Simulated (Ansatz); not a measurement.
Level of theory: Ansatz, DFT, r2SCAN, plane waves (500 eV) with PAW, scalar-relativistic. (PAW data from PBE, frozen cores regenerated.)

An element in the fcc structure gives this curve. The cell is scaled uniformly from the relaxed one, with fractional coordinates and shape fixed. Energies are extrapolated to zero smearing, pressures are those at the given smearing. Magnetic state: non-magnetic.

```tsv
V (Å³/atom)	E − E₀ (meV/atom)	P (GPa)
20.454	118.2	14.45
21.384	51.0	8.97
22.314	13.0	4.31
23.243	0.0	0.34
24.173	8.4	-3.03
25.103	34.8	-5.87
26.033	76.3	-8.28
```

**Question.** Which element is it?
A. lithium
B. antimony
C. zirconium
D. indium

**Answer.** C. Its fit is V₀ = 23.32 Å³/atom, B₀ = 90 GPa, B₀′ = 3.1.
